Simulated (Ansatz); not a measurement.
## Band table of HfO₂ (rutile type)

```yaml
crystal:
  lattice:
    - [4.88038, 0.00000, 0.00000]
    - [0.00000, 4.88038, 0.00000]
    - [0.00000, 0.00000, 3.23759]
  atoms:
    - { symbol: Hf, position: [0.00000, 0.00000, 0.00000] }
    - { symbol: Hf, position: [0.50000, 0.50000, 0.50000] }
    - { symbol: O, position: [0.30519, 0.30519, 0.00000] }
    - { symbol: O, position: [0.69481, 0.69481, 0.00000] }
    - { symbol: O, position: [0.80519, 0.19481, 0.50000] }
    - { symbol: O, position: [0.19481, 0.80519, 0.50000] }
```

The cell comes from a relaxation on PAW files under the same functional, begun from a prototype that needn't be the stable phase.

All numbers are PBE results (scalar-relativistic) from Ansatz 0.2.0, with a Γ-centred 7×7×11 k mesh, Fermi–Dirac smearing of 0.1 eV, no spin polarisation. Methods: LAPW: all electrons, basis error target 1 meV/atom.

Spin–orbit coupling is left out, which matters for the heavy atoms.

Path points, in fractions of the reciprocal vectors: Γ (0.000, 0.000, 0.000), X (0.000, 0.500, 0.000), M (0.500, 0.500, 0.000), Z (0.000, 0.000, 0.500), R (0.000, 0.500, 0.500), A (0.500, 0.500, 0.500). Levels in eV from the valence-band top; bands 31 to 68, counted from the lowest band of the run. The gap is 3.90 eV, the pressure 0.07 GPa.

```
# k(1/Å) point b31 b32 b33 b34 b35 b36 b37 b38 b39 b40 b41 b42 b43 b44 b45 b46 b47 b48 b49 b50 b51 b52 b53 b54 b55 b56 b57 b58 b59 b60 b61 b62 b63 b64 b65 b66 b67 b68
0.000 Γ -17.53 -16.78 -15.78 -15.78 -10.41 -10.41 -10.40 -10.38 -10.38 -10.37 -10.37 -10.37 -10.35 -10.34 -10.33 -10.32 -10.24 -10.24 -5.38 -4.86 -4.14 -3.42 -3.42 -1.78 -1.78 -1.55 -0.65 -0.40 -0.40 0.00 3.90 4.09 5.14 5.49 5.49 6.04 7.67 8.05
0.092 - -17.51 -16.77 -15.80 -15.79 -10.41 -10.41 -10.40 -10.38 -10.38 -10.37 -10.37 -10.37 -10.35 -10.34 -10.33 -10.32 -10.24 -10.24 -5.34 -4.83 -4.11 -3.42 -3.42 -1.82 -1.80 -1.55 -0.68 -0.49 -0.44 -0.02 3.94 4.12 5.17 5.52 5.52 6.11 7.63 8.09
0.184 - -17.46 -16.75 -15.85 -15.82 -10.41 -10.40 -10.40 -10.38 -10.38 -10.37 -10.37 -10.37 -10.35 -10.34 -10.33 -10.32 -10.25 -10.25 -5.22 -4.74 -4.02 -3.41 -3.40 -1.93 -1.84 -1.56 -0.75 -0.71 -0.54 -0.07 4.04 4.19 5.26 5.59 5.60 6.32 7.51 8.20
0.276 - -17.37 -16.72 -15.94 -15.87 -10.40 -10.40 -10.40 -10.37 -10.37 -10.37 -10.37 -10.37 -10.35 -10.34 -10.33 -10.32 -10.27 -10.26 -5.03 -4.60 -3.87 -3.39 -3.38 -2.10 -1.93 -1.56 -1.05 -0.85 -0.65 -0.15 4.18 4.28 5.40 5.69 5.72 6.63 7.34 8.37
0.368 - -17.26 -16.69 -16.04 -15.94 -10.40 -10.39 -10.39 -10.37 -10.37 -10.37 -10.37 -10.37 -10.35 -10.34 -10.33 -10.32 -10.29 -10.28 -4.79 -4.42 -3.67 -3.37 -3.36 -2.30 -2.09 -1.54 -1.45 -0.98 -0.73 -0.25 4.32 4.38 5.59 5.82 5.86 7.02 7.11 8.59
0.460 - -17.13 -16.69 -16.13 -16.01 -10.39 -10.39 -10.39 -10.38 -10.38 -10.38 -10.37 -10.37 -10.35 -10.34 -10.33 -10.33 -10.31 -10.30 -4.53 -4.25 -3.41 -3.36 -3.34 -2.50 -2.29 -1.89 -1.51 -1.12 -0.74 -0.37 4.44 4.47 5.82 5.94 5.97 6.86 7.44 8.74
0.552 - -16.98 -16.74 -16.17 -16.09 -10.39 -10.38 -10.38 -10.38 -10.38 -10.38 -10.37 -10.36 -10.35 -10.34 -10.33 -10.33 -10.32 -10.31 -4.29 -4.12 -3.34 -3.33 -3.10 -2.64 -2.50 -2.32 -1.45 -1.25 -0.70 -0.50 4.51 4.52 6.03 6.05 6.07 6.59 7.88 8.64
0.644 X -16.84 -16.84 -16.14 -16.14 -10.38 -10.38 -10.38 -10.38 -10.38 -10.38 -10.36 -10.36 -10.34 -10.34 -10.33 -10.33 -10.32 -10.32 -4.13 -4.13 -3.33 -3.33 -2.74 -2.74 -2.63 -2.63 -1.36 -1.36 -0.61 -0.61 4.54 4.54 6.07 6.07 6.33 6.33 8.30 8.30
0.736 - -16.86 -16.86 -16.13 -16.13 -10.38 -10.38 -10.38 -10.38 -10.38 -10.38 -10.36 -10.36 -10.34 -10.34 -10.33 -10.33 -10.32 -10.32 -4.21 -4.21 -3.34 -3.34 -2.80 -2.80 -2.46 -2.46 -1.35 -1.35 -0.64 -0.64 4.53 4.53 6.04 6.04 6.33 6.33 8.28 8.28
0.828 - -16.90 -16.90 -16.07 -16.07 -10.39 -10.39 -10.38 -10.38 -10.38 -10.38 -10.36 -10.36 -10.34 -10.34 -10.33 -10.33 -10.31 -10.31 -4.40 -4.40 -3.36 -3.36 -2.80 -2.80 -2.16 -2.16 -1.30 -1.30 -0.72 -0.72 4.49 4.49 5.97 5.97 6.35 6.35 8.23 8.23
0.920 - -16.96 -16.96 -16.01 -16.01 -10.40 -10.40 -10.38 -10.38 -10.37 -10.37 -10.36 -10.36 -10.34 -10.34 -10.33 -10.33 -10.30 -10.30 -4.62 -4.62 -3.40 -3.40 -2.72 -2.72 -1.85 -1.85 -1.24 -1.24 -0.82 -0.82 4.43 4.43 5.86 5.86 6.38 6.38 8.17 8.17
1.012 - -17.01 -17.01 -15.94 -15.94 -10.40 -10.40 -10.39 -10.39 -10.37 -10.37 -10.36 -10.36 -10.34 -10.34 -10.32 -10.32 -10.28 -10.28 -4.83 -4.83 -3.44 -3.44 -2.60 -2.60 -1.61 -1.61 -1.18 -1.18 -0.91 -0.91 4.34 4.34 5.74 5.74 6.42 6.42 8.13 8.13
1.104 - -17.05 -17.05 -15.89 -15.89 -10.41 -10.41 -10.39 -10.39 -10.37 -10.37 -10.36 -10.36 -10.34 -10.34 -10.32 -10.32 -10.27 -10.27 -4.99 -4.99 -3.47 -3.47 -2.45 -2.45 -1.55 -1.55 -1.12 -1.12 -0.90 -0.90 4.24 4.24 5.64 5.64 6.45 6.45 8.13 8.13
1.195 - -17.08 -17.08 -15.85 -15.85 -10.41 -10.41 -10.39 -10.39 -10.37 -10.37 -10.36 -10.36 -10.34 -10.34 -10.32 -10.32 -10.26 -10.26 -5.10 -5.10 -3.49 -3.49 -2.30 -2.30 -1.63 -1.63 -1.07 -1.07 -0.81 -0.81 4.17 4.17 5.58 5.58 6.47 6.47 8.15 8.15
1.287 M -17.09 -17.09 -15.84 -15.84 -10.41 -10.41 -10.39 -10.39 -10.38 -10.38 -10.36 -10.36 -10.34 -10.34 -10.32 -10.32 -10.26 -10.26 -5.13 -5.13 -3.50 -3.50 -2.23 -2.23 -1.69 -1.69 -1.06 -1.06 -0.76 -0.76 4.14 4.14 5.55 5.55 6.48 6.48 8.16 8.16
1.417 - -17.10 -17.04 -15.89 -15.84 -10.41 -10.41 -10.39 -10.39 -10.38 -10.37 -10.36 -10.36 -10.34 -10.34 -10.32 -10.32 -10.27 -10.26 -5.13 -4.99 -3.49 -3.47 -2.47 -2.22 -1.70 -1.48 -1.12 -1.05 -0.98 -0.72 4.14 4.24 5.55 5.65 6.40 6.53 7.95 8.33
1.548 - -17.14 -16.91 -16.02 -15.83 -10.41 -10.40 -10.39 -10.38 -10.38 -10.38 -10.36 -10.36 -10.35 -10.34 -10.33 -10.32 -10.30 -10.26 -5.13 -4.61 -3.48 -3.41 -2.88 -2.28 -1.72 -1.40 -1.27 -1.17 -1.03 -0.60 4.15 4.44 5.54 5.87 6.20 6.67 7.51 8.82
1.678 - -17.20 -16.76 -16.15 -15.82 -10.41 -10.39 -10.39 -10.38 -10.38 -10.38 -10.36 -10.36 -10.35 -10.34 -10.33 -10.32 -10.32 -10.25 -5.14 -4.18 -3.47 -3.35 -3.28 -2.58 -1.75 -1.54 -1.43 -0.99 -0.91 -0.43 4.13 4.56 5.53 5.91 6.05 6.89 7.06 9.46
1.808 - -17.29 -16.68 -16.14 -15.80 -10.41 -10.39 -10.38 -10.38 -10.38 -10.37 -10.37 -10.37 -10.35 -10.34 -10.33 -10.32 -10.31 -10.25 -5.15 -4.14 -3.63 -3.45 -3.33 -2.60 -1.77 -1.53 -1.35 -0.92 -0.70 -0.26 4.10 4.52 5.51 5.62 6.04 6.70 7.14 9.06
1.938 - -17.40 -16.72 -15.98 -15.79 -10.41 -10.40 -10.39 -10.38 -10.37 -10.37 -10.37 -10.37 -10.35 -10.34 -10.33 -10.32 -10.28 -10.24 -5.20 -4.52 -3.91 -3.44 -3.36 -2.20 -1.78 -1.56 -1.00 -0.81 -0.54 -0.12 4.04 4.34 5.37 5.50 5.83 6.44 7.40 8.47
2.068 - -17.49 -16.76 -15.84 -15.78 -10.41 -10.40 -10.40 -10.38 -10.38 -10.37 -10.37 -10.37 -10.35 -10.34 -10.33 -10.32 -10.25 -10.24 -5.31 -4.79 -4.08 -3.43 -3.40 -1.89 -1.78 -1.56 -0.70 -0.60 -0.44 -0.03 3.96 4.15 5.20 5.50 5.59 6.17 7.59 8.13
2.198 Γ -17.53 -16.78 -15.78 -15.78 -10.41 -10.41 -10.40 -10.38 -10.38 -10.37 -10.37 -10.37 -10.35 -10.34 -10.33 -10.32 -10.24 -10.24 -5.38 -4.86 -4.14 -3.42 -3.42 -1.78 -1.78 -1.55 -0.65 -0.40 -0.40 0.00 3.90 4.09 5.14 5.49 5.49 6.04 7.67 8.05
2.336 - -17.47 -16.73 -15.81 -15.81 -10.41 -10.41 -10.40 -10.37 -10.37 -10.37 -10.37 -10.37 -10.35 -10.34 -10.33 -10.32 -10.24 -10.24 -5.30 -4.80 -4.09 -3.43 -3.43 -1.72 -1.72 -1.71 -0.85 -0.47 -0.47 -0.03 4.01 4.26 5.10 5.47 5.47 6.16 7.60 8.15
2.475 - -17.31 -16.62 -15.90 -15.90 -10.40 -10.40 -10.39 -10.37 -10.37 -10.37 -10.37 -10.37 -10.35 -10.35 -10.33 -10.33 -10.26 -10.26 -5.06 -4.62 -3.93 -3.45 -3.45 -2.10 -1.55 -1.55 -1.33 -0.65 -0.65 -0.12 4.29 4.67 5.00 5.44 5.44 6.53 7.40 8.41
2.614 - -17.07 -16.47 -16.03 -16.03 -10.40 -10.40 -10.38 -10.37 -10.37 -10.37 -10.37 -10.37 -10.35 -10.35 -10.34 -10.33 -10.27 -10.27 -4.70 -4.37 -3.68 -3.43 -3.43 -2.61 -1.91 -1.36 -1.36 -0.93 -0.93 -0.31 4.64 4.91 5.15 5.47 5.47 7.09 7.09 8.79
2.752 - -16.80 -16.31 -16.17 -16.17 -10.39 -10.39 -10.38 -10.37 -10.37 -10.37 -10.36 -10.36 -10.36 -10.36 -10.35 -10.32 -10.29 -10.29 -4.27 -4.10 -3.35 -3.35 -3.34 -3.11 -2.46 -1.32 -1.32 -1.13 -1.13 -0.59 4.88 5.01 5.59 5.59 5.62 6.70 7.76 9.19
2.891 - -16.53 -16.30 -16.30 -16.18 -10.38 -10.38 -10.38 -10.37 -10.37 -10.37 -10.36 -10.36 -10.36 -10.36 -10.35 -10.31 -10.31 -10.31 -3.91 -3.83 -3.52 -3.23 -3.23 -2.93 -2.87 -1.63 -1.63 -1.04 -1.04 -0.98 4.96 5.37 5.75 5.75 5.98 6.28 8.42 9.49
3.030 - -16.38 -16.38 -16.32 -16.13 -10.38 -10.37 -10.37 -10.37 -10.37 -10.37 -10.36 -10.36 -10.36 -10.36 -10.33 -10.32 -10.32 -10.31 -3.87 -3.78 -3.47 -3.09 -3.09 -3.08 -2.46 -1.91 -1.91 -1.45 -0.98 -0.98 5.17 5.72 5.86 5.88 5.88 6.12 8.99 9.58
3.168 Z -16.41 -16.41 -16.18 -16.18 -10.38 -10.38 -10.37 -10.37 -10.37 -10.37 -10.36 -10.36 -10.36 -10.36 -10.33 -10.33 -10.32 -10.32 -3.88 -3.88 -3.23 -3.23 -3.02 -3.02 -2.03 -2.03 -1.95 -1.95 -0.96 -0.96 5.47 5.47 5.93 5.93 6.01 6.01 9.40 9.40
3.260 - -16.46 -16.46 -16.13 -16.13 -10.38 -10.38 -10.37 -10.37 -10.37 -10.37 -10.36 -10.36 -10.36 -10.36 -10.33 -10.33 -10.31 -10.31 -3.92 -3.92 -3.31 -3.31 -2.93 -2.93 -2.02 -2.02 -1.90 -1.90 -0.98 -0.98 5.36 5.36 5.97 5.97 6.08 6.08 9.34 9.34
3.352 - -16.54 -16.54 -16.04 -16.04 -10.38 -10.38 -10.37 -10.37 -10.37 -10.37 -10.36 -10.36 -10.36 -10.36 -10.34 -10.34 -10.30 -10.30 -4.03 -4.03 -3.40 -3.40 -2.79 -2.79 -2.00 -2.00 -1.74 -1.74 -1.04 -1.04 5.12 5.12 6.01 6.01 6.24 6.24 9.21 9.21
3.444 - -16.62 -16.62 -15.95 -15.95 -10.38 -10.38 -10.37 -10.37 -10.37 -10.37 -10.36 -10.36 -10.36 -10.36 -10.34 -10.34 -10.29 -10.29 -4.17 -4.17 -3.45 -3.45 -2.67 -2.67 -1.97 -1.97 -1.52 -1.52 -1.14 -1.14 4.84 4.84 6.06 6.06 6.40 6.40 9.10 9.10
3.536 - -16.69 -16.69 -15.87 -15.87 -10.39 -10.39 -10.37 -10.37 -10.37 -10.37 -10.36 -10.36 -10.36 -10.36 -10.35 -10.35 -10.28 -10.28 -4.32 -4.32 -3.47 -3.47 -2.56 -2.56 -1.93 -1.93 -1.31 -1.31 -1.24 -1.24 4.58 4.58 6.11 6.11 6.54 6.54 9.02 9.02
3.628 - -16.75 -16.75 -15.81 -15.81 -10.39 -10.39 -10.37 -10.37 -10.37 -10.37 -10.36 -10.36 -10.36 -10.36 -10.35 -10.35 -10.28 -10.28 -4.44 -4.44 -3.49 -3.49 -2.46 -2.46 -1.88 -1.88 -1.43 -1.43 -1.04 -1.04 4.35 4.35 6.16 6.16 6.65 6.65 8.98 8.98
3.720 - -16.78 -16.78 -15.77 -15.77 -10.39 -10.39 -10.37 -10.37 -10.37 -10.37 -10.36 -10.36 -10.36 -10.36 -10.35 -10.35 -10.27 -10.27 -4.51 -4.51 -3.50 -3.50 -2.38 -2.38 -1.81 -1.81 -1.58 -1.58 -0.89 -0.89 4.19 4.19 6.19 6.19 6.71 6.71 8.97 8.97
3.812 R -16.79 -16.79 -15.76 -15.76 -10.39 -10.39 -10.37 -10.37 -10.37 -10.37 -10.36 -10.36 -10.36 -10.36 -10.35 -10.35 -10.27 -10.27 -4.54 -4.54 -3.50 -3.50 -2.34 -2.34 -1.73 -1.73 -1.70 -1.70 -0.83 -0.83 4.14 4.14 6.20 6.20 6.74 6.74 8.97 8.97
3.904 - -16.78 -16.78 -15.77 -15.77 -10.39 -10.39 -10.37 -10.37 -10.37 -10.37 -10.36 -10.36 -10.36 -10.36 -10.35 -10.35 -10.27 -10.27 -4.52 -4.52 -3.50 -3.50 -2.41 -2.41 -1.81 -1.81 -1.56 -1.56 -0.82 -0.82 4.17 4.17 6.19 6.19 6.71 6.71 8.97 8.97
3.996 - -16.75 -16.75 -15.81 -15.81 -10.39 -10.39 -10.37 -10.37 -10.37 -10.37 -10.36 -10.36 -10.36 -10.36 -10.35 -10.35 -10.27 -10.27 -4.49 -4.49 -3.49 -3.49 -2.57 -2.57 -1.87 -1.87 -1.39 -1.39 -0.79 -0.79 4.26 4.26 6.17 6.17 6.64 6.64 8.99 8.99
4.088 - -16.70 -16.70 -15.86 -15.86 -10.39 -10.39 -10.37 -10.37 -10.37 -10.37 -10.36 -10.36 -10.36 -10.36 -10.34 -10.34 -10.28 -10.28 -4.42 -4.42 -3.49 -3.49 -2.75 -2.75 -1.90 -1.90 -1.24 -1.24 -0.72 -0.72 4.40 4.40 6.14 6.14 6.54 6.54 9.03 9.03
4.180 - -16.63 -16.63 -15.93 -15.93 -10.38 -10.38 -10.37 -10.37 -10.37 -10.37 -10.36 -10.36 -10.36 -10.36 -10.34 -10.34 -10.29 -10.29 -4.34 -4.34 -3.53 -3.53 -2.89 -2.89 -1.94 -1.94 -1.13 -1.13 -0.64 -0.64 4.58 4.58 6.06 6.06 6.44 6.44 9.06 9.06
4.272 - -16.56 -16.56 -16.01 -16.01 -10.38 -10.38 -10.37 -10.37 -10.37 -10.37 -10.36 -10.36 -10.36 -10.36 -10.34 -10.34 -10.30 -10.30 -4.23 -4.23 -3.62 -3.62 -2.97 -2.97 -1.97 -1.97 -1.06 -1.06 -0.56 -0.56 4.78 4.78 5.94 5.94 6.37 6.37 9.10 9.10
4.364 - -16.49 -16.49 -16.08 -16.08 -10.38 -10.38 -10.37 -10.37 -10.37 -10.37 -10.36 -10.36 -10.36 -10.36 -10.33 -10.33 -10.31 -10.31 -4.10 -4.10 -3.75 -3.75 -3.00 -3.00 -1.99 -1.99 -1.02 -1.02 -0.50 -0.50 4.96 4.96 5.80 5.80 6.33 6.33 9.13 9.13
4.456 A -16.47 -16.47 -16.11 -16.11 -10.38 -10.38 -10.37 -10.37 -10.37 -10.37 -10.36 -10.36 -10.36 -10.36 -10.33 -10.33 -10.32 -10.32 -4.01 -4.01 -3.85 -3.85 -3.00 -3.00 -2.00 -2.00 -1.01 -1.01 -0.48 -0.48 5.04 5.04 5.72 5.72 6.32 6.32 9.13 9.13
4.586 - -16.56 -16.46 -16.11 -16.01 -10.38 -10.38 -10.37 -10.37 -10.37 -10.37 -10.36 -10.36 -10.36 -10.36 -10.34 -10.33 -10.31 -10.30 -4.23 -4.00 -3.83 -3.63 -3.07 -2.91 -2.00 -1.97 -1.06 -1.01 -0.54 -0.51 4.78 5.05 5.66 6.01 6.31 6.37 9.03 9.23
4.716 - -16.70 -16.46 -16.12 -15.86 -10.38 -10.38 -10.37 -10.37 -10.37 -10.37 -10.36 -10.36 -10.36 -10.36 -10.35 -10.33 -10.31 -10.28 -4.44 -3.96 -3.78 -3.48 -3.24 -2.60 -2.01 -1.90 -1.20 -1.00 -0.74 -0.60 4.46 5.09 5.55 6.26 6.41 6.44 8.88 9.45
4.846 - -16.78 -16.45 -16.13 -15.77 -10.39 -10.38 -10.38 -10.37 -10.37 -10.37 -10.36 -10.36 -10.36 -10.36 -10.35 -10.33 -10.31 -10.27 -4.52 -3.88 -3.68 -3.43 -3.41 -2.17 -2.02 -1.87 -1.39 -1.07 -1.00 -0.80 4.33 5.16 5.49 6.20 6.45 6.66 8.80 9.64
4.976 - -16.78 -16.43 -16.15 -15.77 -10.39 -10.38 -10.38 -10.37 -10.37 -10.37 -10.36 -10.36 -10.36 -10.36 -10.35 -10.33 -10.31 -10.27 -4.46 -3.81 -3.53 -3.50 -3.42 -2.02 -1.88 -1.81 -1.60 -1.44 -1.12 -0.97 4.44 5.26 5.54 6.13 6.39 6.71 8.83 9.48
5.106 - -16.69 -16.42 -16.16 -15.88 -10.38 -10.38 -10.37 -10.37 -10.37 -10.37 -10.36 -10.36 -10.36 -10.36 -10.35 -10.33 -10.32 -10.28 -4.28 -3.82 -3.43 -3.41 -3.33 -2.15 -2.03 -1.93 -1.78 -1.47 -1.28 -0.96 4.74 5.36 5.67 6.07 6.26 6.54 8.97 9.41
5.236 - -16.54 -16.42 -16.17 -16.05 -10.38 -10.38 -10.37 -10.37 -10.37 -10.37 -10.36 -10.36 -10.36 -10.36 -10.34 -10.33 -10.32 -10.30 -4.02 -3.86 -3.36 -3.29 -3.13 -2.67 -2.03 -1.99 -1.91 -1.80 -1.04 -0.96 5.16 5.44 5.82 6.02 6.12 6.22 9.21 9.40
5.366 Z -16.41 -16.41 -16.18 -16.18 -10.38 -10.38 -10.37 -10.37 -10.37 -10.37 -10.36 -10.36 -10.36 -10.36 -10.33 -10.33 -10.32 -10.32 -3.88 -3.88 -3.23 -3.23 -3.02 -3.02 -2.03 -2.03 -1.95 -1.95 -0.96 -0.96 5.47 5.47 5.93 5.93 6.01 6.01 9.40 9.40
```
